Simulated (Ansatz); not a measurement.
input.yaml (Ansatz)

```yaml
crystal:
  lattice:
    - [0.0, 2.4219472457, 2.4219472457]
    - [2.4219472457, 0.0, 2.4219472457]
    - [2.4219472457, 2.4219472457, 0.0]
  atoms:
    - { symbol: Te, position: [0.0, 0.0, 0.0] }
hamiltonian:
  xc: r2scan
  pseudopotentials:
    kind: paw_fr
    azcp:
      Te: "pseudopotentials/Te.paw.azcp"
basis:
  ecutwfc: 500
  fft_grid_basis: typed
kpoints:
  mp_grid: { grid: [11, 11, 11], shift: [0, 0, 0] }
magnetization:
  noncollinear: true
  spin_orbit: true
scf:
  occupations: { method: fermi_dirac, width: 0.1 }
```

Output

```
Engine: ansatz 0.2.0, x86_64-unknown-linux-gnu
Pseudopotentials: kind: paw_fr
Pseudopotential: Te, paw_fr, valence charge 16, recommended cutoff 500 eV (meta_gga) 
Functional definition: r2SCAN
  parameter k0 = 0.174
  parameter k1 = 0.065
  parameter a1 = 4.9479
  exchange = r2scan_x(k0 = k0, k1 = k1, a1 = a1)
  correlation = r2scan_c
non-collinear run that drives no moment, with spin-orbit: no starting moment large enough to seed its density (crystal.atoms[].spin), no starting occupations that ask for one, no magnetisation constraint and no magnetic field, so the semilocal B_xc is pinned to zero
Crystal: 1 atoms, lattice volume = 28.413 Å³
Basis set: ecut = 500 eV, 725 PW (Γ), exchange–correlation on 100×100×100 points (64 copies of the dense FFT grid, shifted against one another)
Bands: 24, of which v1, the nominal top of the filled ones, is band 16 counted from 1 (15 counted from 0)
Symmetry: 48 space group operations + 48 with time reversal
Magnetic group: BNS 225.117 (UNI 1619), of the structure as read, at distance tolerance 3.1e-5 Å
k-points: 56 of 1331
Projection manifold: j_resolved (fully-relativistic pseudo-atomic orbitals)
Non-local potential: Te, projectors of the file, l = 0: 2, l = 1: 4, l = 2: 4, l = 3: 4
PAW form: soft (Blöchl's): semilocal exchange-correlation on the pseudo side does not see the compensation charge
PAW frozen core: Te, regenerated for the run's functional (the file was generated under x = pbe(κ = 0.804, μ = 0.2195149727645171), c = pbe(β = 0.06672455060314922))
PAW one-centre angular grid: Te, 590 points (default); XC on 224 Gauss nodes
Initial density: superposition of atomic densities (chi_scale 0.1, normalization cell)
Initial wavefunctions: pseudopotential atomic-orbital guess
Functional: x = r2scan, c = r2scan; τ floored in thin density (d = 2e-4 eV/Å³)
iter 1 solved again at ethr=1.09e-4 eV; its pass at ethr=3.10e-3 eV (dr2=1.75e-2 eV) is discarded
SCF iter   1: F=—  HF=-6982.917225 eV  |F-HF|=—  |Δ(HF+E_count)|=         —  Δρ=7.39e-3  dr2=1.97e-2  dr2_τ=4.90e-5  dr2_m=0.00e0 (ungated)  ethr=1.09e-4  |M|=0.00e0 ∫|m|=0.00e0 μB  |m|>n=0.0e0 m-floor=0.0e0 τ_xc=0.0e0  β_m=0.30  ⟨swp⟩=2.0  Hψ=5100  notcnv=0
SCF iter   2: F=—  HF=-6982.919768 eV  |F-HF|=—  |Δ(HF+E_count)|=   2.54e-3  Δρ=5.81e-3  dr2=1.19e-2  dr2_τ=2.92e-5  dr2_m=0.00e0 (ungated)  ethr=1.09e-4  |M|=0.00e0 ∫|m|=0.00e0 μB  |m|>n=0.0e0 m-floor=0.0e0 τ_xc=0.0e0  β_m=0.60  ⟨swp⟩=1.5  Hψ=729  notcnv=0
SCF iter   3: F=—  HF=-6982.921399 eV  |F-HF|=—  |Δ(HF+E_count)|=   1.63e-3  Δρ=1.53e-3  dr2=9.39e-4  dr2_τ=7.53e-7  dr2_m=0.00e0 (ungated)  ethr=7.44e-5  |M|=0.00e0 ∫|m|=0.00e0 μB  |m|>n=0.0e0 m-floor=0.0e0 τ_xc=0.0e0  β_m=0.65  ⟨swp⟩=2.1  Hψ=1079  notcnv=0
SCF iter   4: F=—  HF=-6982.921497 eV  |F-HF|=—  |Δ(HF+E_count)|=   9.76e-5  Δρ=4.24e-4  dr2=4.57e-5  dr2_τ=1.89e-7  dr2_m=0.00e0 (ungated)  ethr=5.87e-6  |M|=0.00e0 ∫|m|=0.00e0 μB  |m|>n=0.0e0 m-floor=0.0e0 τ_xc=0.0e0  β_m=0.83  ⟨swp⟩=2.5  Hψ=983  notcnv=0
SCF iter   5: F=—  HF=-6982.921609 eV  |F-HF|=—  |Δ(HF+E_count)|=   1.12e-4  Δρ=6.77e-5  dr2=1.72e-6  dr2_τ=3.25e-9  dr2_m=0.00e0 (ungated)  ethr=2.85e-7  |M|=0.00e0 ∫|m|=0.00e0 μB  |m|>n=0.0e0 m-floor=0.0e0 τ_xc=0.0e0  β_m=0.91  ⟨swp⟩=3.0  Hψ=1172  notcnv=0
SCF iter   6: F=-6982.921609 eV  HF=-6982.921609 eV  |F-HF|=8.48e-8  |Δ(HF+E_count)|=   7.86e-7  Δρ=1.51e-5  dr2=4.80e-8  dr2_τ=1.51e-10  dr2_m=0.00e0 (ungated)  ethr=6.25e-10  |M|=0.00e0 ∫|m|=0.00e0 μB  |m|>n=0.0e0 m-floor=0.0e0 τ_xc=0.0e0  ⟨swp⟩=1.6  Hψ=2178  notcnv=0
SCF 1 converged in 6 iterations: F = -6982.921609 eV  dr2 = 4.80e-8
SCF converged after 6 iterations
Magnetization: |M| = 0.0000 μB,  M = (+0.0000, +0.0000, +0.0000) μB
Absolute magnetization: 0.0000 μB (∫|m|)
  site 0: m = (+0.0000, +0.0000, +0.0000) μB, |m| = 0.0000 μB  (R = 1.41 Å)
Free energy (F): -6982.921609 eV
Harris-Foulkes:  -6982.921609 eV  (|F-HF|=8.48e-8)
Internal energy: -6982.892778 eV  (E = F + TS)
E sigma→0 (E₀):  -6982.907194 eV
Entropy (-TS):   -0.028832 eV (-28.832 meV/atom)
Fermi energy:    11.043176 eV
--- Per-component energies (eV) ---
  E_band       = -237.914375
  E_kinetic    = 180.104183
  E_local      = -1024.870863  (includes V_loc(G=0)·N_el)
  E_nonlocal   = -310.277468
  E_hartree    = 706.234917
  E_xc         = -114.951816
  E_vxc        = -111.499382  (∫ρ·V_xc dr)
  E_paw        = -4674.839355  (= ΣΔE_a)
  E_vpaw       = -390.723268  (= ΣTr[D̂ρ^β])
  E_aug_tail   = -0.000037  (compensation charges beyond the density's cutoff)
  E_vtau       = 6.881750  (kinetic-family band-sum trace: ∫τ·v_τ [+ j·A + Jᵃ·Aᵃ] dr)
  E_ewald      = -1744.589965
  E_core_change = 0.297626  (= ΣΔE_core)
  E_smearing   = -0.028832  (= −TS)
  E_closure    = -0.000000  (closes the sum)
  Σ components = -6982.921609   (vs F -6982.921609, Δ=0.00e0)
```

Command:

```sh
ansatz run input.yaml --threads 1 --pin off --max-ram 3584MiB --backend cpu --events-out ev --progress --plain --runs-dir out
```

On 1 thread of Intel(R) Xeon(R) Platinum 8259CL CPU @ 2.50GHz (Skylake/Cascade Lake) (shared host) this took about 17 s of wall time and 17 s of CPU time.
